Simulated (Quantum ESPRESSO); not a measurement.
The system is HfN.

```
Hf N
1.0
     0.00000    2.25600    2.25600
     2.25600    0.00000    2.25600
     2.25600    2.25600    0.00000
Hf N
1 1
Direct
  0.00000 0.00000 0.00000
  0.50000 0.50000 0.50000
```

Base run:

| Quantity | Value |
| --- | --- |
| Program | Quantum ESPRESSO 7.5 |
| Functional | PBEsol |
| Potentials or basis | GBRV 1.5 PBEsol |
| Cutoff | 612 eV |
| Density cutoff | 4898 eV |
| k mesh | 10 × 10 × 10 |
| Occupations | fermi-dirac, width 0.05 eV |
| Spin | no spin polarisation |
| Hubbard terms | Hf d U = 6 eV |

Its results: band gap on the k mesh none (metal or under the smearing width); pressure 8.9 GPa.

Task: The run is repeated on the same cell with these changes: hubbard terms from Hf d U = 6 eV to Hf d U = 8 eV. What comes out?

Result: Band gap on the k mesh none (metal or under the smearing width); pressure 13.4 GPa.

Caveats: U without spin polarisation on a metal has little footing.

Not every run made on this cell is shown here.
